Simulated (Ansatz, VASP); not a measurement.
# Two plane-wave programs on MgI2

```
Mg I
1.0
     4.31653    0.00000    0.00000
    -2.15827    3.73823    0.00000
     0.00000    0.00000    8.01472
Mg I
1 2
Direct
  0.00000 0.00000 0.00000
  0.33333 0.66667 0.76666
  0.66667 0.33333 0.23334
```

Alike in both runs: task single point; functional PBE; k mesh 6 × 6 × 4; occupations gaussian, width 0.05 eV; no spin polarisation.

|  | VASP | Ansatz |
| --- | --- | --- |
| version | VASP 6.6.1 | Ansatz 0.2.0 |
| potentials or method | VASP PAW PBE potentials, release 64 (Mg, I) | scalar-relativistic, plane waves, PAW |
| plane-wave cutoff (eV) | 520 | 520 |
| valence electrons in the cell | 16 | 44 |

Ansatz gave:

```
gap on the k mesh at the Fermi level (eV)       : 3.02
least direct gap on the mesh (eV)               : 3.02
pressure (GPa)                                  : -2.9
largest component of the traceless stress (GPa) : 1.10
rms of the force components (eV/Å)              : 0.410
```

**Question.** What did VASP give for the same quantities?

**Answer.** gap on the k mesh at the Fermi level (eV): 3.00; least direct gap on the mesh (eV): 3.00; pressure (GPa): -2.9; largest component of the traceless stress (GPa): 1.10; rms of the force components (eV/Å): 0.414.

Atom by atom the forces differ by 0.004 eV/Å (rms over components). With one functional, cell and mesh, what is left measures potentials, basis and numerics. The two sets of potentials don't hold the same shells in valence.

Caveats: spin-orbit coupling is left out, which moves the levels of the heavy elements; this functional lacks dispersion, which binds the layers, so the pressure and a relaxed spacing across them are unreliable. A k mesh can miss the band edges.
